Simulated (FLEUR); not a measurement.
**Ni under changes of volume**

One of the cells (10.492 Å³/atom); the others are scaled copies at fixed shape and fractional positions:

```xyz
1
Lattice="0.0000 1.7376 1.7376 1.7376 0.0000 1.7376 1.7376 1.7376 0.0000" Properties=species:S:1:pos:R:3 pbc="T T T"
Ni    0.0000    0.0000    0.0000
```

| Property | Result |
| --- | --- |
| Program | FLEUR MaX-R8.1 (later development tree) |
| Functional | r2SCAN |
| Potentials or basis | all-electron |
| Basis | FLAPW |
| Kmax | 4.64 1/bohr |
| k mesh | 13 × 13 × 13 |
| Occupations | fermi-dirac, width 0.05 eV |
| Spin | collinear spin, ferromagnetic start |
| Starting moments | [1.0] μB |

| volume (Å³/atom) | energy over the lowest point (meV/atom) | moment (μB per cell) |
| --- | --- | --- |
| 9.862 | ? | ? |
| 10.072 | 12.25 | 0.68 |
| 10.492 | 0.00 | 0.71 |
| 10.912 | 9.70 | 0.76 |
| 11.122 | 21.09 | 0.78 |

Q: What does the run at 9.862 Å³/atom give?

A: Energy over the lowest point 28.80 meV/atom; moment 0.67 μB per cell.

Worked out: A Birch-Murnaghan fit of order 2 (a polynomial in V^(-2/3)) to the other rows has its minimum at 10.50 Å³/atom with B0 = V·E''(V) = 204 GPa. It gives 27.87 meV/atom at 9.862 Å³/atom, against the run's 28.80. A straight line through the other rows of the moment, of slope 0.0977 μB per Å³/atom, extrapolates to 0.66 μB, against the run's 0.67.

Energies are extrapolated to zero smearing.

Caveats: the meta-GGA is that of a development version, with a GGA for the radial functions and cores and without core tails.
